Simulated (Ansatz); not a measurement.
CdSe (Cadmoselite):

```
Cd Se
1.0
     4.30000    0.00000    0.00000
    -2.15000    3.72391    0.00000
     0.00000    0.00000    7.02000
Cd Se
2 2
Direct
  0.66667 0.33333 0.50000
  0.33333 0.66667 0.00000
  0.66667 0.33333 0.88500
  0.33333 0.66667 0.38500
```

Base run:

```yaml
Program: Ansatz 0.2.0
Functional: LDA
Potentials_or_basis: Ansatz PAW
Cutoff: 420 eV
Density_cutoff: 1680 eV
k_mesh: 7 × 7 × 4
Occupations: fermi-dirac, width 0.05 eV
Spin: no spin polarisation
```

Its results: band gap on the k mesh 0.43 eV, direct; pressure -1.8 GPa; largest force 0.253 eV/Å.

The run is repeated on the same cell with these changes: functional from LDA to r2SCAN; cutoff from 420 eV to 500 eV; density cutoff from 1680 eV to 2000 eV. What comes out?

Band gap on the k mesh 1.20 eV, direct; pressure 1.6 GPa; largest force 0.278 eV/Å.

r2SCAN gives the wider gap, since meta-GGAs in the generalised Kohn-Sham scheme recover part of the derivative discontinuity.

Caveats: the PAW data sets come from PBE, with cores solved anew for the run's functional, which leaves a small shift of forces and pressure.

Not every run made on this cell is shown here.
